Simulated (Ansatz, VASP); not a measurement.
# Pb: VASP and Ansatz over several settings

```
CELL_PARAMETERS angstrom
0.00000 2.42450 2.42450
2.42450 0.00000 2.42450
2.42450 2.42450 0.00000
ATOMIC_POSITIONS crystal
Pb 0.00000 0.00000 0.00000
```

Change from the starting cell: volume scaled by 0.94.

Single points on this cell with VASP 6.6.1 and Ansatz 0.2.0. Each row is one pair of runs. Alike in all rows: spin: off; k mesh: 9 × 9 × 9; smearing: fermi-dirac, width 0.05 eV; VASP's potentials, cutoff: VASP PAW PBE potentials, release 64 (Pb_d), 520 eV.

```csv
level,"Ansatz's potentials, cutoff","gap on the k mesh at the Fermi level (eV), VASP","gap on the k mesh at the Fermi level (eV), Ansatz","pressure (GPa), VASP","pressure (GPa), Ansatz"
PBE,"PseudoDojo stringent (PBE files), 1197 eV",none,none,5.9,6.0
PBE,"Ansatz PAW earlier set, 580 eV",none,none,5.9,6.0
PBE,"PseudoDojo standard (PBE files), 850 eV",none,none,5.9,5.8
PBE,"Ansatz PAW, 420 eV",none,none,5.9,6.0
PBE,"Ansatz PAW polarizable, 420 eV",none,none,5.9,6.0
PBE,"SPMS NC, 381 eV",none,none,5.9,6.0
PBE,"Ansatz PAW earlier set, 700 eV",none,none,5.9,6.0
PBE,"Ansatz NC, 850 eV",none,none,5.9,6.1
```

Pressure (GPa): the two programs differ by at most 0.13.

A gap of «none» marks a metal or a gap that the smearing closes.
